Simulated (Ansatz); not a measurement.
The same hydrogenolysis along the group C, Si, Ge, Sn.

Calculated with Ansatz (gas phase, PBE0-D4/def2-TZVP geometries, no zero-point term in ΔE). CBS: MP2 limit from def2 TZ/QZ plus the TZ coupled-cluster correction, frozen cores. This one scheme is used for every species. DFT in def2-TZVPP. Elements past krypton have def2 core potentials. For Ge, Se, Sn outer-core shells are correlated without core-valence functions, which leaves a few kJ/mol of doubt a bond. Scalar relativity is left out up to krypton. One conformer a species, not always the lowest.

```csv
reaction,ωB97X-V (kcal/mol)
`FC(F)(F)[SeH]` + H₂ → H₂Se + `FC(F)F`,-20.0
`F[Si](F)(F)[SeH]` + H₂ → H₂Se + `F[SiH](F)F`,7.4
`[F][Ge]([F])([F])[SeH]` + H₂ → H₂Se + `[F][GeH]([F])[F]`,7.5
`[F][Sn]([F])([F])[SeH]` + H₂ → H₂Se + `[F][SnH]([F])[F]`,11.8
```

(1) Give the CCSD(T)/CBS values in the same order. (Estimate.)

Largest T1 diagnostic: 0.015, for `[F][SnH]([F])[F]`.

Answers

(1) Computed: -20.6, 8.0, 8.3, 14.3 kcal/mol.
